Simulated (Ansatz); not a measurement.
# Zr3S5: the cost of one run

Computed with Ansatz 0.2.0 (DFT PBEsol, scalar-relativistic, plane waves, PAW, unless a step's input says otherwise).

2 further runs of the same task are left out: 2 set aside as unsound or not needed.

## Step 1: The starting structure

Symmetry: P-3m1, No. 164, trigonal system. Conventional cell: a = 3.627 Å, b = 3.627 Å, c = 5.881 Å, α = 90.00°, β = 90.00°, γ = 120.00°. Zr (site symmetry -3m) is surrounded by 6 S at 2.55 Å. Around S (site symmetry 3m) lie 3 Zr at 2.55 Å.

Coordinates:

```cif
data_structure
_symmetry_space_group_name_H-M 'P-3m1'
_symmetry_Int_Tables_number 164
_cell_length_a 3.6274
_cell_length_b 3.6274
_cell_length_c 5.8808
_cell_angle_alpha 90.000
_cell_angle_beta 90.000
_cell_angle_gamma 120.000
_cell_volume 67.01
loop_
_atom_site_label
_atom_site_type_symbol
_atom_site_symmetry_multiplicity
_atom_site_Wyckoff_symbol
_atom_site_fract_x
_atom_site_fract_y
_atom_site_fract_z
_atom_site_occupancy
Zr1 Zr 1 a 0.00000 0.00000 0.00000 1
S1 S 2 d 0.33333 0.66667 0.24709 1
```

It is the result of an earlier relaxation at this level (volume 22.34 Å³/atom; gap on the mesh: 0.76 eV).

The bulk reference comes from a run made before at the same settings: -1967.7185 eV/atom.

## Step 2: Cutting the (012) slab

Miller indices refer to the conventional cell of the relaxed bulk, P-3m1 (No. 164): a = 3.627 Å, b = 3.627 Å, c = 5.881 Å, α = 90.00°, β = 90.00°, γ = 120.00°.

Cut from the relaxed bulk: a (012) slab, 10.7 Å thick as cut, with 15 Å of vacuum; its outer planes are Zr (top) and Zr (bottom).

The slab as cut. Its planes from the bottom up:

| plane | atoms per cell | height over the lowest (Å) |
| --- | --- | --- |
| 1 | ZrS | 0.00 |
| 2 | ZrS2 | 1.97 |
| 3 | ZrS2 | 4.12 |
| 4 | ZrS2 | 6.27 |
| 5 | ZrS2 | 8.41 |
| 6 | ZrS | 10.39 |

## Step 3: The slab as cut, atoms at the bulk's places

The cell repeats along c, and a dipole correction in the vacuum removes the field between the copies.

The input, input.yaml:

```yaml
crystal:
  lattice:
    - [3.6273864416, 0.0, 0.0]
    - [0.0, 8.6056646436, 0.0]
    - [0.0, 0.0, 25.7336038465]
  atoms:
    - { symbol: Zr, position: [0.5, 0.7334921082, 0.2914477135] }
    - { symbol: S, position: [0.0, 0.937712872, 0.304864857] }
    - { symbol: S, position: [0.5, 0.2627634524, 0.3614514845] }
    - { symbol: Zr, position: [0.0, 0.4669842163, 0.3748686281] }
    - { symbol: S, position: [0.5, 0.6712049802, 0.3882857716] }
    - { symbol: S, position: [0.0, 0.9962555606, 0.4448723991] }
    - { symbol: Zr, position: [0.5, 0.2004763245, 0.4582895427] }
    - { symbol: S, position: [0.0, 0.4046970883, 0.4717066863] }
    - { symbol: S, position: [0.5, 0.7297476687, 0.5282933137] }
    - { symbol: Zr, position: [0.0, 0.9339684326, 0.5417104573] }
    - { symbol: S, position: [0.5, 0.1381891965, 0.5551276009] }
    - { symbol: S, position: [0.0, 0.4632397769, 0.6117142284] }
    - { symbol: Zr, position: [0.5, 0.6674605408, 0.6251313719] }
    - { symbol: S, position: [0.0, 0.8716813047, 0.6385485155] }
    - { symbol: S, position: [0.5, 0.196731885, 0.695135143] }
    - { symbol: Zr, position: [0.0, 0.4009526489, 0.7085522865] }
basis:
  ecutwfc: 420
kpoints:
  mp_grid: { grid: [7, 3, 1] }
hamiltonian:
  xc: pbesol
scf:
  occupations: { method: gaussian, width: 0.05 }
output:
  forces: true
  stress: true
  eigenvalues: true
efield:
  axis: 3
  dipole_correction: true
  ramp_width: 0.04
```

Started as:

```bash
> ansatz run input.yaml --threads 2 --pin off --max-ram 5120MiB --backend cpu --events-out ev --progress --plain --runs-dir out
```

**Question.** How long does this run take on 2 threads of Intel Xeon 6975P-C (Granite Rapids), shared host, and how much memory does it need?

About 18 s, with a peak of 1.3 GiB.
